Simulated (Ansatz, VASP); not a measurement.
# One calculation of Pb, two programs

```xyz
1
Lattice="0.0000 2.4750 2.4750 2.4750 0.0000 2.4750 2.4750 2.4750 0.0000" Properties=species:S:1:pos:R:3 pbc="T T T"
Pb    0.0000    0.0000    0.0000
```

Alike in both runs: task band structure; functional BLYP; k mesh 9 × 9 × 9; occupations fermi-dirac, width 0.05 eV; no spin polarisation.

|  | VASP | Ansatz |
| --- | --- | --- |
| version | VASP 6.6.1 | Ansatz 0.2.0 |
| potentials or method | VASP PAW PBE potentials, release 64 (Pb_d) | Ansatz PAW |
| plane-wave cutoff (eV) | 520 | 420 |
| valence electrons in the cell | 14 | 14 |

|  | VASP | Ansatz | Ansatz less VASP |
| --- | --- | --- | --- |
| gap on the k mesh at the Fermi level (eV) | none | none | - |
| pressure (GPa) | 6.0 | 5.9 | -0.11 |

A gap of «none» marks a metal or a gap that the smearing closes. The functional is the same, so the differences come from potentials, cutoffs and numerics.

Caveats: spin-orbit coupling is left out, which moves the levels of the heavy elements; the PAW data sets were made with another functional, which shifts forces and pressure a little (VASP); the PAW data sets come from PBE, with cores solved anew for the run's functional, which leaves a small shift of forces and pressure (Ansatz).
